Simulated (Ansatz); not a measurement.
TiSi2 in Ansatz: the effect of functional

The system is TiSi2.

```
Ti Si
1.0
    -1.48263    1.72347    4.23998
     1.48263   -1.72347    4.23998
     1.48263    1.72347   -4.23998
Ti Si
1 2
Direct
  0.00000 0.00000 0.00000
  0.67008 0.67008 0.00000
  0.32992 0.32992 0.00000
```

The cell comes from a database or a generator and needn't be the stable form of this composition.

The cell isn't the ideal one: volume scaled by 1.02.

Alike in all runs:

```yaml
Program: Ansatz 0.2.0
Task: single point
Potentials_or_basis: Ansatz PAW
k_mesh: 12 × 12 × 12
Occupations: fermi-dirac, width 0.05 eV
Spin: no spin polarisation
```

```tsv
functional	cutoff	pressure (GPa)	largest force (eV/Å)
LDA	420 eV (not typed: the program's choice for these potentials)	-9.0	0.13
PBEsol	420 eV (not typed: the program's choice for these potentials)	?	?
r2SCAN	500 eV (not typed: the program's choice for these potentials)	-5.0	0.02
```

Problem. What does the run with functional PBEsol give?

Solution. Pressure -6.2 GPa; largest force 0.08 eV/Å.

Caveats: the PAW data sets come from PBE, with cores solved anew for the run's functional, which leaves a small shift of forces and pressure.
